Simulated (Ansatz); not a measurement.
## Strain and the gap of SnSe2 (CdCl2 type)

SnSe2, CdCl2 type, relaxed with r2SCAN+rVV10 in Ansatz 0.2.0. It is trigonal, R-3m (No. 166); conventional cell a = 3.825 Å, c = 19.005 Å, 26.75 Å³ an atom. Sn has 6 Se at 2.71 Å; Se has 3 Sn at 2.71 Å.

The axes x, y and z are those of this cell:
```xyz
3
Lattice="1.9123 1.1041 6.3351 -1.9123 1.1041 6.3351 0.0000 -2.2081 6.3351" Properties=species:S:1:pos:R:3 pbc="T T T"
Sn    0.0000    0.0000    0.0000
Se    0.0000    0.0000    4.7619
Se    0.0000    0.0000   14.2434
```

Unstrained: With PBE the valence top lies at Γ–S₀ (0.40 of the way from Γ) and the conduction bottom at F, 0.310 eV higher; the smallest vertical gap, at F, is 0.548 eV. r2SCAN gives an indirect gap of 0.576 eV, from Γ–S₀ (0.45 of the way from Γ) to F; the least direct gap is 0.824 eV at F. With HSE06 the valence top lies at Γ–S₀ (0.45 of the way from Γ) and the conduction bottom at F, 0.959 eV higher; the smallest vertical gap, at F, is 1.239 eV. Meshes: PBE 8×8×8, r2SCAN 8×8×8, HSE06 6×6×6. Strains are changes of length per length. After each strain the atoms were relaxed again with r2SCAN+rVV10 in this cell and within any symmetry left, so distortions that break it or need a larger cell weren't tested; points keep the names that they have in the unstrained zone. Values at 0 K without nuclear motion; spin polarisation is off, and the phase may be a hypothetical one.

Changes of the least gap in eV (an overlap counts as a negative gap):

| strain | volume change (%) | space group | PBE | r2SCAN | HSE06 |
| --- | --- | --- | --- | --- | --- |
| uniaxial +1.49 % along x | +1.5 | C2/m | – | -0.080 | – |

Uniaxial +1.49 % along x, other directions held. r2SCAN: the gap goes from 0.576 to 0.496 eV (-0.080 eV); the edges go from Γ–S₀ (0.45) → F to Γ–S₀ (0.43) → F.

Spin-orbit coupling is left out, which matters wherever the heavy atoms make up the band edges.

Where an edge lies off the special points, it is a point of the mesh or the k point where a search put PBE's edge or least direct gap, reused for the other functionals, whose own edges may lie a little apart.
